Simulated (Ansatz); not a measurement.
An Ansatz input:

```yaml
crystal:
  lattice:
    - [-2.8122790154, 2.9203192166, 1.56453232]
    - [2.9203192166, -2.8122790154, 1.56453232]
    - [2.9367431712, 2.9367431712, -1.3666564936]
  atoms:
    - { symbol: Hg, position: [0.0038292381, 0.9961707619, 0.0] }
    - { symbol: Hg, position: [0.7461707619, 0.2538292381, 0.5] }
hamiltonian:
  xc: r2scan
  pseudopotentials:
    kind: paw
    azcp:
      Hg: "pseudopotentials/Hg.paw.azcp"
basis:
  ecutwfc: 500
  fft_grid_basis: typed
kpoints:
  mp_grid: { grid: [18, 18, 12], shift: [0, 0, 0] }
magnetization:
  spin_polarized: false
scf:
  occupations: { method: fermi_dirac, width: 0.1 }
```

Output

```
Engine: ansatz 0.2.0, x86_64-unknown-linux-gnu
Pseudopotentials: kind: paw
Pseudopotential: Hg, paw, valence charge 20, recommended cutoff 500 eV (meta_gga) 
Functional definition: r2SCAN
  parameter k0 = 0.174
  parameter k1 = 0.065
  parameter a1 = 4.9479
  exchange = r2scan_x(k0 = k0, k1 = k1, a1 = a1)
  correlation = r2scan_c
Crystal: 2 atoms, lattice volume = 53.525 Å³
Basis set: ecut = 500 eV, 1363 PW (Γ), exchange–correlation on 128×128×128 points (64 copies of the dense FFT grid, shifted against one another)
Bands: 24, of which v1, the nominal top of the filled ones, is band 20 counted from 1 (19 counted from 0)
Symmetry: 4 space group operations
Space group: C2/c (ITA 15), of the structure as read, at distance tolerance 3.8e-5 Å
k-points: 1037 of 3888
Non-local potential: Hg, projectors of the file, l = 0: 3, l = 1: 2, l = 2: 2, l = 3: 1
PAW form: soft (Blöchl's): semilocal exchange-correlation on the pseudo side does not see the compensation charge
PAW frozen core: Hg, regenerated for the run's functional (the file was generated under x = pbe(κ = 0.804, μ = 0.2195149727645171), c = pbe(β = 0.06672455060314922))
PAW one-centre angular grid: Hg, 590 points (default); XC on 160 Gauss nodes
Initial density: superposition of atomic densities (neutral atoms: chi_scale 0, normalization atom), corrected by the library's trained network
Initial wavefunctions: pseudopotential atomic-orbital guess
Functional: x = r2scan, c = r2scan; τ floored in thin density (d = 2e-4 eV/Å³)
SCF iter   1: F=—  HF=-27655.668091 eV  |F-HF|=—  |Δ(HF+E_count)|=         —  Δρ=8.05e-3  dr2=3.70e-2  dr2_τ=4.00e-3  ethr=1.77e-3  ⟨swp⟩=5.9  Hψ=99038  notcnv=0
SCF iter   2: F=—  HF=-27655.660809 eV  |F-HF|=—  |Δ(HF+E_count)|=   7.28e-3  Δρ=4.12e-3  dr2=9.84e-3  dr2_τ=7.63e-4  ethr=9.25e-5  ⟨swp⟩=1.2  Hψ=35688  notcnv=0
SCF iter   3: F=—  HF=-27655.658652 eV  |F-HF|=—  |Δ(HF+E_count)|=   2.16e-3  Δρ=1.01e-3  dr2=5.51e-4  dr2_τ=2.15e-5  ethr=2.46e-5  ⟨swp⟩=2.0  Hψ=37192  notcnv=0
SCF iter   4: F=—  HF=-27655.658727 eV  |F-HF|=—  |Δ(HF+E_count)|=   7.54e-5  Δρ=2.44e-4  dr2=3.23e-5  dr2_τ=1.77e-6  ethr=1.38e-6  ⟨swp⟩=2.3  Hψ=37708  notcnv=0
SCF iter   5: F=—  HF=-27655.658750 eV  |F-HF|=—  |Δ(HF+E_count)|=   2.32e-5  Δρ=5.42e-5  dr2=1.30e-6  dr2_τ=9.29e-8  ethr=8.08e-8  ⟨swp⟩=2.7  Hψ=37252  notcnv=0
SCF iter   6: F=-27655.658751 eV  HF=-27655.658751 eV  |F-HF|=6.78e-8  |Δ(HF+E_count)|=   7.87e-7  Δρ=1.15e-5  dr2=6.16e-8  dr2_τ=8.84e-9  ethr=2.50e-10  ⟨swp⟩=1.1  Hψ=66420  notcnv=0
SCF 1 converged in 6 iterations: F = -27655.658751 eV  dr2 = 6.16e-8
SCF converged after 6 iterations
Free energy (F): -27655.658751 eV
Harris-Foulkes:  -27655.658751 eV  (|F-HF|=6.78e-8)
Internal energy: -27655.641834 eV  (E = F + TS)
E sigma→0 (E₀):  -27655.650293 eV
Entropy (-TS):   -0.016917 eV (-8.459 meV/atom)
Fermi energy:    12.578445 eV
--- Per-component energies (eV) ---
  E_band       = -904.330182
  E_kinetic    = 1209.706349
  E_local      = -5498.301752  (includes V_loc(G=0)·N_el)
  E_nonlocal   = 147.648715
  E_hartree    = 2350.530020
  E_xc         = -416.772657
  E_vxc        = -580.385769  (∫ρ·V_xc dr)
  E_paw        = -19944.129548  (= ΣΔE_a)
  E_vpaw       = -924.490329  (= ΣTr[D̂ρ^β])
  E_aug_tail   = 0.000783  (compensation charges beyond the density's cutoff)
  E_vtau       = 40.423336  (kinetic-family band-sum trace: ∫τ·v_τ [+ j·A + Jᵃ·Aᵃ] dr)
  E_ewald      = -5504.025888
  E_core_change = -0.297855  (= ΣΔE_core)
  E_smearing   = -0.016917  (= −TS)
  E_closure    = 0.000000  (closes the sum)
  Σ components = -27655.658751   (vs F -27655.658751, Δ=0.00e0)
```

Command:

```sh
ansatz run input.yaml --threads 1 --pin off --max-ram 3584MiB --backend cpu --events-out ev --progress --plain --runs-dir out
```

On 1 thread of Intel(R) Xeon(R) Platinum 8259CL CPU @ 2.50GHz (Skylake/Cascade Lake) (shared host) this took about 140 s of wall time and 140 s of CPU time.
